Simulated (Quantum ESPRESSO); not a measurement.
HgTe (Coloradoite): single point with PBEsol

Crystal: HgTe (Coloradoite).

```xyz
2
Lattice="0.0000 3.2145 3.2145 3.2145 0.0000 3.2145 3.2145 3.2145 0.0000" Properties=species:S:1:pos:R:3 pbc="T T T"
Hg   -0.0041   -0.0227    0.0017
Te    4.8265    4.8151    4.8249
```

The cell isn't the ideal one: atoms moved at random, drawn with an rms of 0.05 Å.

```
Program             : Quantum ESPRESSO 7.5
Task                : single point
Functional          : PBEsol
Potentials or basis : GBRV 1.5 PBEsol
Cutoff              : 612 eV
Density cutoff      : 4898 eV
k mesh              : 7 × 7 × 7
Occupations         : fermi-dirac, width 0.05 eV
Spin                : no spin polarisation
Mixing beta         : 0.5
Most SCF iterations : 120
SCF threshold       : 4e-10 Ry
```

- Pressure: 2.2 GPa
- Largest force: 0.080 eV/Å
- Band gap on the k mesh: none (metal or under the smearing width)

Forces in eV/Å, atoms in the order of the input:
```
Hg   0.039  0.070  0.009
Te  -0.039 -0.070 -0.009
```

Stress tensor (GPa, compression positive):
```
2.20 0.03 0.26
0.03 2.19 0.15
0.26 0.15 2.20
```

Levels at points of the mesh, in eV from the Fermi level:
```tsv
k point	band 7	band 8	band 9	band 10	band 11	band 12
(0.00, 0.00, 0.00)	-0.83	-0.05	-0.04	-0.03	4.06	4.07
```

It took 53 s on 2 MPI ranks on Arm Neoverse V2, on a shared host, peak memory 0.36 GiB a rank.

The run has no spin-orbit coupling, so splittings on Hg, Te are missing.
